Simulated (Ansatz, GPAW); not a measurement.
Given: the input of a run of GPAW 26.7.0 (ASE script) on Ta2N. The cell comes from a database or a generator and needn't be the stable form of this composition.

run.py

```python
from ase.dft.bandgap import bandgap
from ase.io import read, write
from ase.units import GPa
from gpaw import GPAW, PW

atoms = read('POSCAR')

calc = GPAW(mode=PW(800),
            xc='PBE',
            kpts={'size': (10, 10, 6), 'gamma': True},
            occupations={'name': 'methfessel-paxton', 'order': 0, 'width': 0.05},
            nbands=30,
            convergence={'density': 1e-05, 'energy': 1e-05},
            maxiter=150,
            txt='gpaw.txt')
atoms.calc = calc
energy = atoms.get_potential_energy()
forces = atoms.get_forces()
stress = atoms.get_stress()
calc.write('gs.gpw')
write('result.traj', atoms)
print(f'Energy: {energy:.6f} eV')
print('Forces (eV/A):')
print(forces.round(4))
print('Stress (GPa):', (stress / GPa).round(3))
print('Fermi level:', round(calc.get_fermi_level(), 4), 'eV')
print(f'Gap: {bandgap(calc)[0]:.4f} eV, direct: {bandgap(calc, direct=True)[0]:.4f} eV')
```

Contents of POSCAR:

```
Ta2N
1.0
    3.1128615060      0.0000000000      0.0000000000
   -1.5564307530      2.6958171426      0.0000000000
    0.0000000000      0.0000000000      4.8698410000
Ta N
2 1
Direct
    0.3333333333      0.6666666667      0.2547110000
    0.6666666667      0.3333333333      0.7452890000
    0.0000000000      0.0000000000      0.0000000000
```

Potentials or basis: GPAW PAW data sets (gpaw-data 1.2.1), pw.

Launch:

```sh
$ OMP_NUM_THREADS=1 python run.py
```

Task: What does the same run look like in Ansatz 0.2.0? Potentials or basis there: Ansatz PAW, cutoff 420 eV.

Result: As run (cutoffs and basis follow the program's own potentials, and thresholds, step limits or extra output files can differ):

Contents of input.yaml:

```yaml
crystal:
  lattice:
    - [3.112861506, 0.0, 0.0]
    - [-1.556430753, 2.6958171426, 0.0]
    - [0.0, 0.0, 4.869841]
  atoms:
    - { symbol: Ta, position: [0.3333333333, 0.6666666667, 0.254711] }
    - { symbol: Ta, position: [0.6666666667, 0.3333333333, 0.745289] }
    - { symbol: "N", position: [0.0, 0.0, 0.0] }
hamiltonian:
  xc: pbe
  pseudopotentials: { kind: paw }
kpoints:
  mp_grid: { grid: [10, 10, 6] }
scf:
  occupations: { method: gaussian, width: 0.05 }
output:
  forces: true
  stress: true
  eigenvalues: true
```

Potentials or basis: Ansatz PAW.

The run is started by

```sh
$ ansatz run input.yaml --threads 1 --pin off --max-ram 3584MiB --backend cpu --events-out ev --progress --plain --runs-dir out
```

Both were run:

|  | GPAW | Ansatz |
| --- | --- | --- |
| Pressure | -1.1 GPa | -1.3 GPa |

Ansatz's pressure holds a Pulay term of +0.28 GPa for its cutoff of 420 eV, which the other run lacks.

Where Ansatz's input types no cutoff or centring, it takes its own default and a Γ-centred mesh.

Pressure is positive in compression.
